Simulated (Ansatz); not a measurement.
HfO2:

```xyz
6
Lattice="3.5580 0.0000 0.0000 0.0000 3.5580 0.0000 0.0000 0.0000 5.1719" Properties=species:S:1:pos:R:3 pbc="T T T"
Hf    0.0074    0.0366    0.0563
Hf    1.8257    1.7900    2.5569
O    -0.0435    1.8045    1.0144
O     1.7864   -0.0166    1.5335
O     1.7568    0.0076    4.1894
O    -0.0116    1.7633    3.5770
```

The cell comes from a database or a generator and needn't be the stable form of this composition.

The cell isn't the ideal one: atoms moved at random, drawn with an rms of 0.05 Å.

Below is the output of Ansatz 0.2.0 for this cell. Logs are shortened: lines on timing, memory, paths and dates and some standing lists are left out, and cuts for length are marked.

```text
Warning: RAYON_NUM_THREADS=2 ignored (pool sized by the plan → 2); use --threads N
Engine: ansatz 0.2.0, x86_64-unknown-linux-gnu
Pseudopotentials: kind: paw
Pseudopotential: Hf, paw, valence charge 26, recommended cutoff 420 eV (normal), Hf.paw.azcp
Pseudopotential: O, paw, valence charge 6, recommended cutoff 420 eV (normal), O.paw.azcp
Functional definition: PBE
  parameter kappa = 0.804
  parameter beta = 0.06672455060314922
  exchange = pbe_x(kappa = kappa, mu = beta*pi^2/3)
  correlation = pbe_c(beta = beta)
Crystal: 6 atoms, lattice volume = 65.473 Å³
Basis set: ecut = 420 eV, 1277 PW (Γ), exchange–correlation on 48×48×72 points (8 copies of the dense FFT grid, shifted against one another)
Bands: 46, of which v1, the nominal top of the filled ones, is band 38 counted from 1 (37 counted from 0)
Symmetry: 1 space group operations
Space group: P1 (ITA 1), of the structure as read, at distance tolerance 4.0e-5 Å
k-points: 162 of 320 (time reversal used)
Non-local potential: Hf, projectors of the file, l = 0: 3, l = 1: 2, l = 2: 2, l = 3: 3
Non-local potential: O, projectors of the file, l = 0: 2, l = 1: 2, l = 2: 1
PAW form: soft (Blöchl's): semilocal exchange-correlation on the pseudo side does not see the compensation charge
PAW one-centre angular grid: Hf, 590 points (default); XC on 64 Gauss nodes
PAW one-centre angular grid: O, 110 points (default); XC on 64 Gauss nodes
Initial density: superposition of atomic densities (neutral atoms: chi_scale 0, normalization atom), corrected by the library's trained network
[... 15 lines left out ...]
Harris-Foulkes:  -33722.834708 eV  (|F-HF|=1.08e-8)
Internal energy: -33722.834708 eV  (E = F + TS)
E sigma→0 (E₀):  -33722.834708 eV
Fermi energy:    17.729888 eV
--- Per-component energies (eV) ---
  E_band       = 100.265184
  E_kinetic    = 1550.220284
  E_local      = -11609.976192  (includes V_loc(G=0)·N_el)
  E_nonlocal   = -2293.087903
  E_hartree    = 5329.803247
  E_xc         = -897.283160
  E_vxc        = -911.929065  (∫ρ·V_xc dr)
  E_paw        = -14487.883310  (= ΣΔE_a)
  E_vpaw       = 2705.425638  (= ΣTr[D̂ρ^β])
  E_aug_tail   = 0.010080  (compensation charges beyond the density's cutoff)
  E_ewald      = -11314.637753
  E_smearing   = -0.000000  (= −TS)
  E_closure    = -0.000000  (closes the sum)
  Σ components = -33722.834708   (vs F -33722.834708, Δ=0.00e0)
--- Forces (eV/Å), atoms counted from 1 ---
  atom   1  Hf    -0.31393230    -0.12006486    -1.57102884
  atom   2  Hf    -0.58132252    -0.30531394     1.06727644
  atom   3  O      0.21984270    -0.19270890     0.45042694
  atom   4  O     -0.28335322     0.66981114     0.39211055
  atom   5  O      0.43958863    -0.10767218    -0.52545993
  atom   6  O      0.51918500     0.05594723     0.18663892
  max |Σ_I F_I| component: 3.59e-5 eV/Å
--- Stress (GPa, compression-positive) ---
        9.463989      -0.179130       0.383715
       -0.179130      13.792039      -0.330121
        0.383715      -0.330121      11.080745
  P = ⅓ Tr σ = 11.4456 GPa (114.456 kbar)
--- Band table (eV; the first three rows and the last of 162) ---
  k-point 0: bands = ["-44.9565", "-44.8583", "-14.0226", "-13.6661", "-13.6362", "-13.5608", "-13.5290", "-13.4747", "-2.9439", "-1.4063", "-0.9050", "-0.3907", "5.1745", "5.1758", "5.1948", "5.2072", "5.2094", "5.2175", "5.2406", "5.2831", "5.2850", "5.3141", "5.3186", "5.3246", "5.3268", "5.4623", "9.8484", "10.3780", "10.5607", "10.6175", "12.5354", "12.7105", "13.7042", "13.9218", "14.4726", "14.8959", "15.1050", "15.3556", "20.0038", "20.0080", "21.2482", "21.4425", "21.7934", "22.8966", "24.1996", "24.5696"]
  k-point 1: bands = ["-44.9562", "-44.8586", "-13.9851", "-13.6583", "-13.6367", "-13.5958", "-13.5384", "-13.4826", "-2.7874", "-1.3524", "-1.1242", "-0.4406", "5.1751", "5.1764", "5.1927", "5.2076", "5.2099", "5.2180", "5.2475", "5.2824", "5.2845", "5.3110", "5.3135", "5.3237", "5.3260", "5.4384", "10.1933", "10.6217", "10.6680", "10.8440", "12.1718", "12.3316", "13.8702", "14.0243", "14.2336", "14.5205", "14.9107", "15.3826", "20.1134", "20.2206", "21.2677", "21.2822", "22.2588", "23.4618", "24.2739", "24.6221"]
  k-point 2: bands = ["-44.9558", "-44.8590", "-13.8906", "-13.7212", "-13.6383", "-13.6047", "-13.5569", "-13.4975", "-2.4002", "-1.6076", "-1.2289", "-0.5606", "5.1761", "5.1773", "5.1897", "5.2083", "5.2107", "5.2189", "5.2569", "5.2814", "5.2839", "5.3086", "5.3125", "5.3224", "5.3245", "5.3940", "10.8454", "10.9763", "11.1412", "11.5700", "11.7388", "11.8711", "12.6410", "13.2450", "14.3643", "14.6147", "14.9065", "15.4293", "20.3970", "20.7297", "20.9173", "21.1938", "23.2402", "24.4256", "24.5675", "24.6682"]
  k-point 161: bands = ["-44.9443", "-44.8475", "-13.9590", "-13.9507", "-13.8434", "-13.7740", "-13.7070", "-13.6378", "-1.1839", "-1.1278", "-0.6836", "-0.6367", "5.1572", "5.1764", "5.1802", "5.1819", "5.1935", "5.2286", "5.2300", "5.2553", "5.2800", "5.2829", "5.2909", "5.2994", "5.3434", "5.3447", "10.1817", "10.2297", "11.2509", "11.2601", "12.9360", "12.9421", "13.5637", "13.6383", "13.6968", "13.7913", "15.1639", "15.1822", "21.0197", "21.1756", "21.6648", "21.7313", "22.4543", "22.4788", "22.7926", "22.9667"]
```

Problem. Write the input and the command behind it.

Solution. Single point with PBE, no spin polarisation. The files as run (others can give the same):

input.yaml
```yaml
crystal:
  lattice:
    - [3.55801933, 0.0, 0.0]
    - [0.0, 3.55801933, 0.0]
    - [0.0, 0.0, 5.17186121]
  atoms:
    - { symbol: Hf, position: [0.002075, 0.010289, 0.010877] }
    - { symbol: Hf, position: [0.513115, 0.503101, 0.494382] }
    - { symbol: O, position: [-0.012212, 0.507151, 0.196136] }
    - { symbol: O, position: [0.502078, -0.004663, 0.296514] }
    - { symbol: O, position: [0.493754, 0.002123, 0.810033] }
    - { symbol: O, position: [-0.003249, 0.495592, 0.691628] }
hamiltonian:
  xc: pbe
  pseudopotentials: { kind: paw }
kpoints:
  mp_grid: { grid: [8, 8, 5] }
scf:
  occupations: { method: fermi_dirac, width: 0.05 }
output:
  forces: true
  stress: true
  eigenvalues: true
  write_density: true
  write_potential: true
  elf: true
  volumetric_format: npy
```

Potentials or basis: Ansatz PAW.
The run is started by
```console
$ ansatz run input.yaml --threads 2 --pin off --max-ram 5120MiB --backend cpu --events-out ev --progress --plain --runs-dir out
```

Caveat: odd divisions of the mesh miss points on the zone boundary, where band edges often lie, so the gap on the mesh can be too wide; the pressure holds a Pulay correction of +0.8 GPa for the finite cutoff; spin-orbit coupling is left out, which moves the levels of the heavy elements.
